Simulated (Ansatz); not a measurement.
# SnO2: the cost of one run

Method: DFT PBE, scalar-relativistic, plane waves, PAW, in Ansatz 0.2.0.

### 1 The starting structure

Symmetry: P4_2/mnm, No. 136, tetragonal system. Conventional cell: a = 4.827 Å, b = 4.827 Å, c = 3.238 Å, α = 90.00°, β = 90.00°, γ = 90.00°. Around Sn (site symmetry mmm) lie 6 O at 2.09 Å. O (site symmetry m2m) has 3 Sn at 2.09 Å as nearest neighbours.

Coordinates:

```
CELL_PARAMETERS angstrom
4.82719 0.00000 0.00000
0.00000 4.82719 0.00000
0.00000 0.00000 3.23815
ATOMIC_POSITIONS crystal
Sn 0.50000 0.50000 0.50000
Sn 0.00000 0.00000 0.00000
O 0.19342 0.80658 0.50000
O 0.80658 0.19342 0.50000
O 0.30658 0.30658 0.00000
O 0.69342 0.69342 0.00000
```

It goes back to an entry of the Materials Project.

It is the result of an earlier relaxation at this level (volume 12.58 Å³/atom; gap on the mesh: 0.68 eV).

### 2 Reference cell for the strains

Input file input.yaml:

```yaml
crystal:
  lattice:
    - [4.827190344, 0.0, 0.0]
    - [0.0, 4.827190344, 0.0]
    - [0.0, 0.0, 3.2381522517]
  atoms:
    - { symbol: Sn, position: [0.5, 0.5, 0.5] }
    - { symbol: Sn, position: [0.0, 0.0, 0.0] }
    - { symbol: O, position: [0.1934234765, 0.8065765235, 0.5] }
    - { symbol: O, position: [0.8065765235, 0.1934234765, 0.5] }
    - { symbol: O, position: [0.3065765235, 0.3065765235, 0.0] }
    - { symbol: O, position: [0.6934234765, 0.6934234765, 0.0] }
basis:
  ecutwfc: 420
kpoints:
  mp_grid: { grid: [6, 6, 8] }
hamiltonian:
  xc: pbe
scf:
  occupations: { method: gaussian, width: 0.02 }
output:
  forces: true
  stress: true
  eigenvalues: true
```

Launch:

```console
ansatz run input.yaml --threads 1 --pin off --max-ram 2560MiB --backend cpu --events-out ev --progress --plain --runs-dir out
```

Q: Estimate wall time and peak memory on 1 thread of AMD EPYC 9R45 (Zen 5), shared host.

About 2.1 s, with a peak of 0.44 GiB.
